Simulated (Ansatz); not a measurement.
**All-electron equations of state of elemental crystals**

All-electron LAPW (Ansatz 0.2.0), scalar-relativistic, no spin, Fermi–Dirac smearing 0.136 eV, k-meshes of 8 to 18 points an axis; Birch–Murnaghan fits to pressures. Some or most of these lattices are hypothetical for the element, and V0 is the minimum nearest the starting volume; lattices without a usable fit are left out; mesh and smearing are coarse, and magnetic elements are treated as non-magnetic.

| element | lattice | functional | V0 (Å³/atom) | B0 (GPa) | B′ | k-points per axis |
| --- | --- | --- | --- | --- | --- | --- |
| Mg | bcc | LDA | 21.67 | 38 | 4.1 | 13 |
| Mg | bcc | PBEsol | 22.55 | 36 | 4.0 | 13 |
| Mg | diamond | LDA | 37.60 | 12.5 | 4.1 | 8 |
| Mg | diamond | PBE | 40.52 | 10.6 | 4.2 | 8 |
| Mg | fcc | LDA | 21.83 | 39 | 4.0 | 13 |
| Mg | fcc | PBE | 23.15 | 35 | 4.0 | 13 |
| Mg | fcc | PBEsol | 22.71 | 36 | 4.0 | 13 |
| Mg | sc | LDA | 25.94 | 25 | 4.0 | 11 |
| Mg | sc | PBE | 27.58 | 23 | 4.0 | 11 |
| Mg | sc | PBEsol | 26.90 | 24 | 3.9 | 11 |

Q: Give V0 and B0 for diamond Mg in PBEsol.

A: 38.96 Å³/atom and 11.9 GPa.

Q: Give V0 and B0 for bcc Mg in PBE.

A: 22.99 Å³/atom and 34.7 GPa.
